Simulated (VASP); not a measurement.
Here is a VASP 6.6.1 calculation.

File INCAR:

```
PREC = Accurate
ENCUT = 520
EDIFF = 1E-6
ISMEAR = 0
SIGMA = 0.05
LREAL = False
LASPH = True
NELM = 80
ALGO = Fast
ISIF = 2
LWAVE = False
LCHARG = True
GGA = PE
LELF = True
LVHAR = True
NBANDS = 30
```

The input KPOINTS:

```
Automatic mesh
0
Gamma
  6 6 10
```

POSCAR

```
IrO2
1.0
    4.5296984887      0.0000000000      0.0000000000
    0.0000000000      4.5296984887      0.0000000000
    0.0000000000      0.0000000000      3.1787485061
Ir O
2 4
Direct
    0.0000000000      0.0000000000      0.0000000000
    0.5000000000      0.5000000000      0.5000000000
    0.3082743421      0.3082743421      0.0000000000
    0.1917256579      0.8082743421      0.5000000000
    0.6917256579      0.6917256579      0.0000000000
    0.8082743421      0.1917256579      0.5000000000
```

Potentials or basis: VASP PAW PBE potentials, release 64 (Ir, O).

The run is started by

```bash
$ cat potpaw_PBE.64/Ir/POTCAR potpaw_PBE.64/O/POTCAR > POTCAR
$ mpirun -np 1 vasp_std > vasp.out
```

Problem. Predict the largest force.

Solution. 0.005 eV/Å.

Problem. Estimate the band gap on the k mesh.

Solution. None (metal or under the smearing width).

Stress tensor (GPa, compression positive):
```
2.06 0.00 0.00
0.00 2.06 0.00
0.00 0.00 2.88
```

The run has no spin-orbit coupling, so splittings on Ir are missing.
